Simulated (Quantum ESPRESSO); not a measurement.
## PtSe2 (Sudovikovite) in Quantum ESPRESSO: convergence with k mesh

Input of the first run (k mesh 1 × 1 × 1); the others differ in this setting and in those tied to it:

File pw.in:

```
&CONTROL
  calculation = 'scf'
  prefix = 'pwscf'
  outdir = './tmp'
  pseudo_dir = './pseudo'
  tprnfor = .true.
  tstress = .true.
  disk_io = 'nowf'
/
&SYSTEM
  ibrav = 0
  nat = 3
  ntyp = 2
  ecutwfc = 104
  nbnd = 44
  occupations = 'smearing'
  smearing = 'gaussian'
  degauss = 0.00367493
/
&ELECTRONS
  conv_thr = 6d-10
  electron_maxstep = 120
  mixing_beta = 0.5
/
ATOMIC_SPECIES
Pt   195.0840 Pt.upf
Se    78.9710 Se.upf
CELL_PARAMETERS angstrom
   3.7240000000    0.0000000000    0.0000000000
  -1.8620000000    3.2250786037    0.0000000000
   0.0000000000    0.0000000000    5.0620000000
ATOMIC_POSITIONS crystal
Pt     0.0000000000    0.0000000000    0.0000000000
Se     0.6666666667    0.3333333333    0.7500000000
Se     0.3333333333    0.6666666667    0.2500000000
K_POINTS automatic
1 1 1 0 0 0
```

Potentials or basis: PseudoDojo 0.4 SR PBE stringent.

Launch:

```console
$ OMP_NUM_THREADS=1 pw.x -in pw.in > pw.out
```

Hardware: 1 thread of Arm Neoverse V1 (shared host).

Problem. The values tried are 1 × 1 × 1, 2 × 2 × 1, 2 × 2 × 2, 3 × 3 × 2, 4 × 4 × 3, 5 × 5 × 4, 6 × 6 × 4, loosest first. From which on does the gap on the mesh stay within 0.01 eV of the tightest run that finished?

Solution. From 3 × 3 × 2 on.

| k mesh | energy less the tightest run, at zero smearing (meV/atom) | pressure (GPa) | largest force (eV/Å) | gap on the mesh (eV) | SCF cycles | CPU time (s) | peak memory (GiB) |
| --- | --- | --- | --- | --- | --- | --- | --- |
| 1 × 1 × 1 | 3268.02 | 32.21 | 2.704 | 0.416 | 10 | 7.5 | 0.13 |
| 2 × 2 × 1 | -151.51 | 4.42 | 1.034 | - | 11 | 14 | 0.14 |
| 2 × 2 × 2 | -79.34 | 6.02 | 1.139 | 0.135 | 9 | 23 | 0.15 |
| 3 × 3 × 2 | -27.29 | 7.04 | 0.457 | 0.000 | 10 | 35 | 0.16 |
| 4 × 4 × 3 | -17.98 | 6.96 | 0.484 | 0.000 | 10 | 52 | 0.17 |
| 5 × 5 × 4 | -3.69 | 7.18 | 0.481 | 0.000 | 10 | 95 | 0.22 |
| 6 × 6 × 4 | 0.00 | 7.31 | 0.536 | 0.000 | 10 | 140 | 0.25 |

Not settled before the last step: the energy (to 1 meV/atom), the pressure (to 0.1 GPa), the largest force (to 0.005 eV/Å). Meshes of other sizes hit other points, so gaps and Fermi surfaces needn't settle smoothly. The tightest run that finished is the yardstick and may itself not be fully converged.

Caveat, for the tightest run too: the k mesh is coarse. The run has no spin-orbit coupling, so splittings on Pt are missing.
